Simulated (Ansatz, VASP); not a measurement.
One calculation of KF, two programs

```xyz
2
Lattice="0.0000 2.5813 2.5813 2.5813 0.0000 2.5813 2.5813 2.5813 0.0000" Properties=species:S:1:pos:R:3 pbc="T T T"
K     0.0000    0.0000    0.0000
F     2.5813    2.5813    2.5813
```

Alike in both runs: task relaxation of cell and atoms; functional LDA; k mesh 8 × 8 × 8; occupations gaussian, width 0.02 eV; no spin polarisation.

|  | VASP | Ansatz |
| --- | --- | --- |
| version | VASP 6.6.1 | Ansatz 0.2.0 |
| potentials or method | VASP PAW LDA potentials, release 64 (K_sv, F) | scalar-relativistic, plane waves, PAW |
| plane-wave cutoff (eV) | 600 | 420 |
| valence electrons in the cell | 16 | 16 |

Ansatz gave:

- gap on the k mesh at the Fermi level, each at its own relaxed structure (eV): 6.37
- relaxed volume (Å³/atom): 17.20
- relaxed cell length with the largest relative difference (Å): 3.650

Q: What did VASP give for the same quantities?

A: gap on the k mesh at the Fermi level, each at its own relaxed structure (eV): 6.33; relaxed volume (Å³/atom): 17.27; relaxed cell length with the largest relative difference (Å): 3.655.

A k mesh can miss the band edges. As with any semilocal functional, this LDA gap is likely too small.
